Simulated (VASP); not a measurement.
# TaSi2 (P6_422) in VASP: further runs

One crystal, TaSi2, is run at these levels: PBEsol; tasks: optical spectrum, density of states.

All numbers are computed with VASP 6.6.1; they aren't measurements. Logs are shortened: lines on timing, memory, paths and dates and some standing lists are left out, and cuts for length are marked.

**1. The crystal as given**

The structure is hexagonal, space group P6_422 (No. 181). The conventional cell has a = 4.784 Å, b = 4.784 Å, c = 6.570 Å, α = 90.00°, β = 90.00°, γ = 120.00°. Ta (site symmetry 222) has 10 Si at 2.61 to 2.83 Å as nearest neighbours. Si (site symmetry 2) is surrounded by 5 Si at 2.56 to 2.83 Å and 5 Ta at 2.61 to 2.83 Å.

**2. Optical spectrum, PBEsol**

File INCAR:

```
  ALGO = Normal
  CSHIFT = 0.1
  EDIFF = 1E-6
  ENCUT = 520
  GGA = PS
  ISIF = 2
  ISMEAR = 0
  LASPH = T
  LCHARG = F
  LOPTICS = T
  LREAL = F
  LWAVE = F
  NBANDS = 76
  NEDOS = 2000
  NELM = 80
  PREC = Accurate
  SIGMA = 0.02
```

File KPOINTS:

```
k-points
0
Gamma
  5 5 3
```

File POSCAR:

```
TaSi2
1.0
    4.7839000000      0.0000000000      0.0000000000
   -2.3919500000      4.1429789292      0.0000000000
    0.0000000000      0.0000000000      6.5700000000
Ta Si
3 6
Direct
    0.0000000000      0.5000000000      0.3333333333
    0.5000000000      0.5000000000      0.6666666667
    0.5000000000      0.0000000000      0.0000000000
    0.3179400000      0.1589700000      0.3333333333
    0.1589700000      0.8410300000      0.6666666667
    0.8410300000      0.6820600000      0.0000000000
    0.6820600000      0.8410300000      0.3333333333
    0.8410300000      0.1589700000      0.6666666667
    0.1589700000      0.3179400000      0.0000000000
```

Potentials or basis: VASP PAW PBE potentials, release 64 (Ta_pv, Si).

The run is started by

```console
cat potpaw_PBE.64/Ta_pv/POTCAR potpaw_PBE.64/Si/POTCAR > POTCAR
mpirun -np 1 vasp_std > vasp.out
```

OUTCAR:

```text
EDIFF = 1E-6
   ENCUT = 520
   GGA = PS
   ISIF = 2
   ISMEAR = 0
   LASPH = T
   LREAL = F
   NELM = 80
   PREC = Accurate

 ion  position               nearest neighbor table
   1  0.000  0.500  0.333-   6 2.61   9 2.61   8 2.61   5 2.61   4 2.73   7 2.73   4 2.73   7 2.73
                             7 2.83   4 2.83   3 3.24   3 3.24   2 3.24   2 3.24
   2  0.500  0.500  0.667-   6 2.61   9 2.61   7 2.61   4 2.61   5 2.73   8 2.73   5 2.73   8 2.73
                             8 2.83   5 2.83   3 3.24   3 3.24   1 3.24   1 3.24
   3  0.500  0.000  0.000-   4 2.61   7 2.61   5 2.61   8 2.61   9 2.73   6 2.73   9 2.73   6 2.73
                             9 2.83   6 2.83   2 3.24   1 3.24   2 3.24   1 3.24
   4  0.318  0.159  0.333-   9 2.56   5 2.56   3 2.61   2 2.61   7 2.63   1 2.73   1 2.73   1 2.83
                             7 2.83   7 2.83
   5  0.159  0.841  0.667-   6 2.56   4 2.56   3 2.61   1 2.61   8 2.63   2 2.73   2 2.73   2 2.83
                             8 2.83   8 2.83
   6  0.841  0.682  0.000-   5 2.56   7 2.56   1 2.61   2 2.61   9 2.63   3 2.73   3 2.73   3 2.83
                             9 2.83   9 2.83
   7  0.682  0.841  0.333-   6 2.56   8 2.56   3 2.61   2 2.61   4 2.63   1 2.73   1 2.73   1 2.83
                             4 2.83   4 2.83
   8  0.841  0.159  0.667-   9 2.56   7 2.56   3 2.61   1 2.61   5 2.63   2 2.73   2 2.73   2 2.83
                             5 2.83   5 2.83
   9  0.159  0.318  0.000-   8 2.56   4 2.56   1 2.61   2 2.61   6 2.63   3 2.73   3 2.73   3 2.83
                             6 2.83   6 2.83

  LATTYP: Found a hexagonal cell.
 ALAT       =     4.7839000000
 C/A-ratio  =     1.3733564665

  Lattice vectors:

 A1 = (   4.7839000000,   0.0000000000,   0.0000000000)
 A2 = (  -2.3919500000,   4.1429789292,   0.0000000000)
 A3 = (   0.0000000000,   0.0000000000,   6.5700000000)

Analysis of symmetry for initial positions (statically):
[... 631 lines left out ...]
     0.000000000  0.000000000  6.570000000     0.000000000  0.000000000  0.152207002

 POSITION                                       TOTAL-FORCE (eV/Angst)
 -----------------------------------------------------------------------------------
     -1.19598      2.07149      2.19000        -0.000000      0.000000     -0.000000
      1.19598      2.07149      4.38000        -0.000000     -0.000000     -0.000000
      2.39195      0.00000      0.00000        -0.000000     -0.000000      0.000000
      1.14074      0.65861      2.19000        -0.019632     -0.011334     -0.000000
     -1.25121      3.48437      4.38000        -0.019632      0.011334      0.000000
      2.39195      2.82576      0.00000        -0.000000      0.022669      0.000000
      1.25121      3.48437      2.19000         0.019632      0.011334      0.000000
      3.64316      0.65861      4.38000         0.019632     -0.011334      0.000000
     -0.00000      1.31722      0.00000        -0.000000     -0.022669      0.000000
 -----------------------------------------------------------------------------------
    total drift:                               -0.000000      0.000000      0.000000

  FREE ENERGIE OF THE ION-ELECTRON SYSTEM (eV)
  ---------------------------------------------------
  free  energy   TOTEN  =       -77.2941925203 eV

  energy  without entropy=      -77.2932609335  energy(sigma->0) =      -77.29372673

 electrical conductivity sigma (Mega S m-1) (frequency dependency in vasprun.xml)
  --------------------------------------------------------------------------------------
       0.006       0.000       0.000
       0.000       0.006       0.000
       0.000       0.000       0.049

  frequency dependent IMAGINARY DIELECTRIC FUNCTION (independent particle, no local field effects) density-density
     E(ev)      X         Y         Z        XY        YZ        ZX
  --------------------------------------------------------------------------------------------------------------
     0.00000     0.00000     0.00000     0.00000     0.00000     0.00000     0.00000
     0.62670    16.35694    16.35694     5.06060    -0.00000     0.00000     0.00000
     1.25340    14.92951    14.92951    15.50767     0.00000     0.00000     0.00000
     1.88009    11.88350    11.88350    17.67372     0.00000     0.00000     0.00000
     2.50679    27.79404    27.79404    18.55587     0.00000     0.00000     0.00000
     3.13349    22.88012    22.88012    22.29221    -0.00000    -0.00000    -0.00000
[... 92 lines left out ...]
    61.41640     0.00106     0.00106     0.00105    -0.00000     0.00000    -0.00000
    62.04310     0.00100     0.00100     0.00099    -0.00000     0.00000    -0.00000

  frequency dependent      REAL DIELECTRIC FUNCTION (independent particle, no local field effects) density-density
     E(ev)        X           Y           Z          XY          YZ          ZX
  --------------------------------------------------------------------------------------------------------------
     0.00000   119.78477   119.78477    31.39613    -0.00000     0.00000     0.00000
     0.62670     6.39974     6.39974    31.23460     0.00000     0.00000     0.00000
     1.25340    24.60320    24.60320    39.79429     0.00000    -0.00000     0.00000
     1.88009    27.49519    27.49519    24.30109     0.00000     0.00000    -0.00000
     2.50679    18.37486    18.37486    17.45229     0.00000     0.00000    -0.00000
     3.13349    11.40795    11.40795    16.34609    -0.00000     0.00000    -0.00000
[... 92 lines left out ...]
    61.41640     0.78717     0.78717     0.79055     0.00000    -0.00000    -0.00000
    62.04310     0.79362     0.79362     0.79693     0.00000    -0.00000    -0.00000

  frequency dependent IMAGINARY DIELECTRIC FUNCTION (independent particle, no local field effects) current-current
     E(ev)      X         Y         Z        XY        YZ        ZX
  --------------------------------------------------------------------------------------------------------------
     0.00000   714.66904   714.66904   193.02036     0.00000     0.00000     0.00000
     0.62670    17.62600    17.62600    14.56626    -0.00000    -0.00000     0.00000
     1.25340    18.61655    18.61655    21.64456    -0.00000    -0.00000    -0.00000
     1.88009    14.68091    14.68091    20.12416    -0.00000     0.00000     0.00000
     2.50679    29.13487    29.13487    19.83703     0.00000    -0.00000     0.00000
     3.13349    23.52288    23.52288    23.25282     0.00000    -0.00000     0.00000
[... 92 lines left out ...]
    61.41640     0.00037     0.00037     0.00037     0.00000     0.00000     0.00000
    62.04310     0.00033     0.00033     0.00033     0.00000     0.00000     0.00000

  frequency dependent      REAL DIELECTRIC FUNCTION (independent particle, no local field effects) current-current
     E(ev)        X           Y           Z          XY          YZ          ZX
  --------------------------------------------------------------------------------------------------------------
     0.00000    78.15733    78.15733    30.40773    -0.00000    -0.00000     0.00000
     0.62670     4.12304     4.12304    29.62030     0.00000     0.00000    -0.00000
     1.25340    22.84555    22.84555    37.28791    -0.00000     0.00000     0.00000
     1.88009    26.49940    26.49940    22.43365     0.00000    -0.00000     0.00000
     2.50679    16.30639    16.30639    15.99347     0.00000    -0.00000    -0.00000
     3.13349    10.06376    10.06376    14.93308    -0.00000     0.00000    -0.00000
[... 92 lines left out ...]
    61.41640     0.78748     0.78748     0.79063     0.00000    -0.00000    -0.00000
    62.04310     0.79392     0.79392     0.79700     0.00000    -0.00000    -0.00000
```

Wall time 83 s (1 thread of Intel Xeon Platinum 8259CL at 2.50GHz (Skylake/Cascade Lake), shared host); peak memory 0.3 GiB.

Results:

```
Free energy            : -77.2942 eV
Pressure               : -1.9 GPa
Largest force          : 0.023 eV/Å
Band gap on the k mesh : none (metal or under the smearing width)
```

Forces in eV/Å, atoms in the order of the input:
```
Ta   0.000  0.000  0.000
Ta   0.000  0.000  0.000
Ta   0.000  0.000  0.000
Si  -0.020 -0.011  0.000
Si  -0.020  0.011  0.000
Si   0.000  0.023  0.000
Si   0.020  0.011  0.000
Si   0.020 -0.011  0.000
Si   0.000 -0.023  0.000
```

Dielectric function (mean over the directions given):
```
energy (eV)  real part  imaginary part
       0.28      68.86           86.21
       0.75      22.12            9.39
       1.22      27.76           14.25
       1.79      22.97           11.20
       2.26      19.40           23.78
       2.73      16.93           25.79
       3.29      11.65           24.64
       3.76       1.62           28.22
       4.23      -1.67           21.01
       4.79       4.44           19.93
       5.26      -2.36           22.45
       5.73      -7.85           17.91
       6.30      -9.12           12.39
       6.77      -8.05           10.87
       7.33      -7.53            8.07
       7.80      -8.02            5.94
       8.27      -6.53            4.60
       8.84      -5.92            3.38
       9.31      -5.31            2.83
       9.78      -4.74            2.55
      10.34      -4.24            1.87
      10.81      -3.70            1.20
      11.28      -3.06            1.19
      11.84      -2.63            0.92
      12.31      -2.36            0.81
      12.78      -2.14            0.62
      13.35      -1.72            0.50
      13.82      -1.56            0.45
      14.38      -1.30            0.40
      14.85      -1.11            0.34
      15.32      -1.02            0.31
      15.89      -0.82            0.27
      16.36      -0.71            0.26
      16.83      -0.61            0.25
      17.39      -0.50            0.22
      17.86      -0.41            0.19
      18.33      -0.33            0.18
      18.89      -0.25            0.16
      19.36      -0.17            0.13
      19.93      -0.10            0.10
```

Caveat: spectra need much finer meshes, so this one isn't converged; independent-particle spectra lack excitons; the intraband (Drude) part of a metal's response may be missing; the PAW data sets were made with another functional, which shifts forces and pressure a little. The run has no spin-orbit coupling, so splittings on Ta are missing.

**3. Density of states, PBEsol**

POSCAR is that of step 2.

File INCAR.step1:

```
SYSTEM = TaSi2
PREC = Accurate ; ENCUT = 520
EDIFF = 1E-6 ; ISMEAR = 0
SIGMA = 0.02 ; LREAL = .False.
LASPH = .True. ; NELM = 60
ALGO = Normal ; ISIF = 2
LWAVE = .False. ; LCHARG = .True.
LMAXMIX = 4 ; GGA = PS
NBANDS = 38
```

File KPOINTS.step1:

```
Automatic mesh
0
Gamma
  5 5 3
  0 0 0
```

File INCAR.step2:

```
SYSTEM = TaSi2
PREC = Accurate ; ENCUT = 520
EDIFF = 1E-6 ; ISMEAR = -5
SIGMA = 0.02 ; LREAL = .False.
LASPH = .True. ; NELM = 60
ALGO = Normal ; ISIF = 2
LWAVE = .False. ; LCHARG = .False.
LMAXMIX = 4 ; GGA = PS
LORBIT = 11 ; NBANDS = 38
NEDOS = 1001 ; ICHARG = 11
```

File KPOINTS.step2:

```
Automatic mesh
0
Gamma
  8 8 5
  0 0 0
```

Potentials or basis: VASP PAW PBE potentials, release 64 (Ta_pv, Si).

The run is started by

```console
cat potpaw_PBE.64/Ta_pv/POTCAR potpaw_PBE.64/Si/POTCAR > POTCAR
cp INCAR.step1 INCAR
cp KPOINTS.step1 KPOINTS
mpirun -np 1 vasp_std > vasp.out
cp INCAR.step2 INCAR
cp KPOINTS.step2 KPOINTS
mpirun -np 1 vasp_std > vasp.out
```

It took 1.9 min on 1 thread of Intel Xeon Platinum 8259CL at 2.50GHz (Skylake/Cascade Lake), shared host; peak memory 0.29 GiB.

Results (log left out):

* Valence electrons inside the program's atomic spheres: Ta 9.01; Si 1.64

Levels at points of the mesh, in eV from the Fermi level:
| k point | band 26 | band 27 | band 28 | band 29 | band 30 | band 31 | band 32 | band 33 |
| --- | --- | --- | --- | --- | --- | --- | --- | --- |
| (0.00, 0.00, 0.00) | -2.38 | -2.15 | -2.15 | -1.44 | 0.75 | 3.00 | 3.00 | 3.49 |
| (0.50, 0.00, 0.00) | -1.05 | -0.71 | -0.05 | 0.00 | 0.90 | 1.24 | 1.61 | 1.99 |

States per cell in windows of 1 eV (zero at the Fermi level; states under -8 eV left out):
```csv
from (eV),total,Ta1_d,Ta2_d,Ta3_d,Si6_p,Si9_p,Si4_p
-8.0,2.36,0.06,0.06,0.06,0.03,0.03,0.03
-7.0,1.98,0.06,0.06,0.06,0.04,0.04,0.04
-6.0,3.47,0.14,0.14,0.14,0.12,0.12,0.12
-5.0,3.24,0.16,0.16,0.16,0.10,0.10,0.10
-4.0,3.75,0.24,0.24,0.24,0.11,0.11,0.11
-3.0,9.40,0.89,0.89,0.89,0.27,0.27,0.27
-2.0,4.75,0.56,0.56,0.56,0.11,0.11,0.11
-1.0,2.28,0.34,0.34,0.34,0.04,0.04,0.04
0.0,2.32,0.38,0.38,0.38,0.03,0.03,0.03
1.0,3.43,0.39,0.39,0.39,0.08,0.08,0.08
2.0,6.02,0.74,0.74,0.74,0.11,0.11,0.11
3.0,6.53,0.82,0.82,0.82,0.10,0.10,0.10
4.0,0.70,0.11,0.11,0.11,0.01,0.01,0.01
5.0,0.00,0.00,0.00,0.00,0.00,0.00,0.00
```

Caveat: the PAW data sets were made with another functional, which shifts forces and pressure a little; tetrahedron occupations give inexact forces and stress in metals. Spin-orbit coupling is left out, which matters for the levels of Ta.

**4. The reference run**

An earlier run on the cell as given: functional PBE; potentials or basis VASP PAW PBE potentials, release 64 (Ta_pv, Si); cutoff 520 eV; k mesh 7 × 7 × 4; occupations fermi-dirac, width 0.05 eV; no spin polarisation.

* Pressure: 2.6 GPa
* Largest force: 0.025 eV/Å
* Band gap on the k mesh: none (metal or under the smearing width)

**5. Summary**

| task | level | k mesh | smearing | k mesh for the DOS | occupations for the DOS | gap on the mesh (eV) | pressure (GPa) | largest force (eV/Å) |
| --- | --- | --- | --- | --- | --- | --- | --- | --- |
| optical spectrum | PBEsol | 5 × 5 × 3 | gaussian 0.02 eV | - | - | none | -1.9 | 0.02 |
| density of states | PBEsol | 5 × 5 × 3 | gaussian 0.02 eV | 8 × 8 × 5 | tetrahedron | - | - | - |
| single point | PBE | 7 × 7 × 4 | fermi-dirac 0.05 eV | - | - | none | 2.6 | 0.03 |

Alike in all rows: potentials or basis VASP PAW PBE potentials, release 64 (Ta_pv, Si); no spin polarisation; cell as given; cutoff (eV) 520.

Caveats: the PAW data sets were made with another functional, which shifts forces and pressure a little (some runs); spectra need much finer meshes, so this one isn't converged (some runs); independent-particle spectra lack excitons (some runs); the intraband (Drude) part of a metal's response may be missing (some runs); tetrahedron occupations give inexact forces and stress in metals (some runs).

Absolute energies hang on the potentials; compare differences alone.
